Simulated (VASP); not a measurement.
Wanted: the native input for a VASP 6.6.1 run.

| Property | Result |
| --- | --- |
| Task | band structure |
| Functional | PBE |
| Potentials or basis | VASP PAW PBE potentials, release 64 (Sb, Mg) |
| Cutoff | 520 eV |
| k mesh | 7 × 7 × 4 |
| Occupations | fermi-dirac, width 0.05 eV |
| Spin | no spin polarisation |
| Further INCAR settings | ALGO = Normal; EDIFF = 1e-07; NBANDS = 16 |

The structure of Mg3Sb2 lies in POSCAR:

```
Mg3Sb2
1.0
    4.5820000000      0.0000000000      0.0000000000
   -2.2910000000      3.9681284001      0.0000000000
    0.0000000000      0.0000000000      7.2440000000
Sb Mg
2 3
Direct
    0.6666666667      0.3333333333      0.7650000000
    0.3333333333      0.6666666667      0.2350000000
    0.0000000000      0.0000000000      0.0000000000
    0.6666666667      0.3333333333      0.3700000000
    0.3333333333      0.6666666667      0.6300000000
```

One way to write it, as run:

INCAR

```
SYSTEM = Mg3Sb2
PREC = Accurate
ENCUT = 520
EDIFF = 1E-7
ISMEAR = -1
SIGMA = 0.05
LREAL = .False.
LASPH = .True.
NELM = 60
ALGO = Normal
ISIF = 2
LWAVE = .False.
LCHARG = .False.
GGA = PE
NBANDS = 16
```

KPOINTS

```
regular mesh
0
Gamma
  7 7 4
  0 0 0
```

KPOINTS_OPT

```
path GMKGALHA,LM,KH
10
line-mode
reciprocal
 0.0000000000  0.0000000000  0.0000000000  G
 0.5000000000  0.0000000000  0.0000000000  M

 0.5000000000  0.0000000000  0.0000000000  M
 0.3333333333  0.3333333333  0.0000000000  K

 0.3333333333  0.3333333333  0.0000000000  K
 0.0000000000  0.0000000000  0.0000000000  G

 0.0000000000  0.0000000000  0.0000000000  G
 0.0000000000  0.0000000000  0.5000000000  A

 0.0000000000  0.0000000000  0.5000000000  A
 0.5000000000  0.0000000000  0.5000000000  L

 0.5000000000  0.0000000000  0.5000000000  L
 0.3333333333  0.3333333333  0.5000000000  H

 0.3333333333  0.3333333333  0.5000000000  H
 0.0000000000  0.0000000000  0.5000000000  A

 0.5000000000  0.0000000000  0.5000000000  L
 0.5000000000  0.0000000000  0.0000000000  M

 0.3333333333  0.3333333333  0.0000000000  K
 0.3333333333  0.3333333333  0.5000000000  H
```

Potentials or basis: VASP PAW PBE potentials, release 64 (Sb, Mg).

The run is started by

```sh
$ cat potpaw_PBE.64/Sb/POTCAR potpaw_PBE.64/Mg/POTCAR > POTCAR
$ mpirun -np 1 vasp_std > vasp.out
```

Results of the run:

```json
{
  "Pressure": "1.0 GPa",
  "Largest force": "0.498 eV/Å",
  "Band gap on the k mesh": "0.34 eV, indirect (least direct gap 1.17 eV)",
  "Band gap along the path": "0.27 eV, indirect (least direct gap 1.17 eV)"
}
```

Caveat: spin-orbit coupling is left out, which moves the levels of the heavy elements.

Wall time 2.3 min on 1 thread of AMD EPYC 7R13 Processor (Zen 3) (shared host), peak memory 0.27 GiB.
